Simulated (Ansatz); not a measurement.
# H7C16N: the cost of one run

All numbers below are computed with Ansatz 0.2.0 (DFT PBE, plane waves, PAW, scalar-relativistic, no spin polarisation).

## (1) The structure to begin with

The cell holds 24 atoms (C16H7N): a = 5.049 Å, b = 5.049 Å, c = 16.676 Å, α = 90.00°, β = 90.00°, γ = 60.00°.

The coordinates stand in the first input below.

## (2) End point A

input.yaml reads:

```yaml
crystal:
  lattice:
    - [5.048742, 0.0, 0.0]
    - [2.524371, 4.372339, 0.0]
    - [0.0, 0.0, 16.676426]
  atoms:
    - { symbol: H, position: [0.1666667, 0.1666667, 0.0599649] }
    - { symbol: H, position: [0.6666667, 0.1666667, 0.0599649] }
    - { symbol: H, position: [0.1666667, 0.6666667, 0.0599649] }
    - { symbol: H, position: [0.6666667, 0.6666667, 0.0599649] }
    - { symbol: C, position: [0.1666667, 0.1666667, 0.1259263] }
    - { symbol: C, position: [0.6666667, 0.1666667, 0.1259263] }
    - { symbol: C, position: [0.1666667, 0.6666667, 0.1259263] }
    - { symbol: C, position: [0.6666667, 0.6666667, 0.1259263] }
    - { symbol: C, position: [-0.1666667, 0.3333333, 0.1568253] }
    - { symbol: C, position: [0.3333333, 0.3333333, 0.1568253] }
    - { symbol: C, position: [-0.1666667, 0.8333333, 0.1568253] }
    - { symbol: C, position: [0.3333333, 0.8333333, 0.1568253] }
    - { symbol: C, position: [-0.1666667, 0.3333333, 0.2495223] }
    - { symbol: C, position: [0.3333333, 0.3333333, 0.2495223] }
    - { symbol: C, position: [-0.1666667, 0.8333333, 0.2495223] }
    - { symbol: C, position: [0.3333333, 0.8333333, 0.2495223] }
    - { symbol: C, position: [0.0, 0.0, 0.2804213] }
    - { symbol: C, position: [0.5, 0.0, 0.2804213] }
    - { symbol: C, position: [0.0, 0.5, 0.2804213] }
    - { symbol: C, position: [0.5, 0.5, 0.2804213] }
    - { symbol: "N", position: [0.50495, 0.0024596, 0.369769] }
    - { symbol: H, position: [0.379382, 0.2163706, 0.3925557] }
    - { symbol: H, position: [0.4173614, -0.1230154, 0.3925557] }
    - { symbol: H, position: [0.7181065, -0.0859763, 0.3925557] }
basis:
  ecutwfc: 420.0
kpoints:
  mp_grid: { grid: [3, 3, 1] }
hamiltonian:
  xc: pbe
  pseudopotentials: { kind: paw, azcp: { folder: soft_1 } }
scf:
  occupations: { method: gaussian, width: 0.02 }
  lower_state_search: "off"
relax:
  f_tol: 0.03
  max_steps: 60
  adjacent_minimum: "off"
  constraints: [{ sites: [0, 1, 2, 3, 4, 5, 6, 7, 8, 9, 10, 11] }]
```

The run is started by

```bash
$ ansatz run input.yaml --threads 1 --pin off --max-ram 3072MiB --backend cpu --events-out ev --progress --plain --runs-dir out
```

What time and memory should one allow on 1 thread of Arm Neoverse V2, shared host?

About 1.8 min, with a peak of 0.51 GiB.
